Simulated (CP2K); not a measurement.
TiC:

```xyz
2
Lattice="3.0628 0.0000 0.0000 1.5314 2.6525 0.0000 1.5314 0.8842 2.5008" Properties=species:S:1:pos:R:3 pbc="T T T"
Ti    0.0000    0.0000    0.0000
C     3.0628    1.7683    1.2504
```

The cell is a database's computed one.

Base run:

```yaml
Program: CP2K 2026.2
Functional: PBEsol
Potentials_or_basis: POTENTIAL_UZH Ti GTH-PBE-q12, C GTH-PBE-q4; TZVP-MOLOPT-PBE-GTH basis
Density_cutoff: 6123 eV
k_mesh: 11 × 11 × 11
Occupations: gaussian, width 0.02 eV
Spin: no spin polarisation
```

Its results: band gap on the k mesh none (metal or under the smearing width); pressure -5.5 GPa.

**Question.** The run is repeated on the same cell with these changes: functional from PBEsol to RPBE. What comes out?

**Answer.** Band gap on the k mesh none (metal or under the smearing width); pressure 4.2 GPa.

RPBE binds less tightly than PBEsol, so the same cell stands under more pressure.

Caveats: the potentials were made for another functional, which shifts forces and pressure; the basis of atomic orbitals isn't converged, which shifts pressures, moduli and gaps.

Not every run made on this cell is shown here.
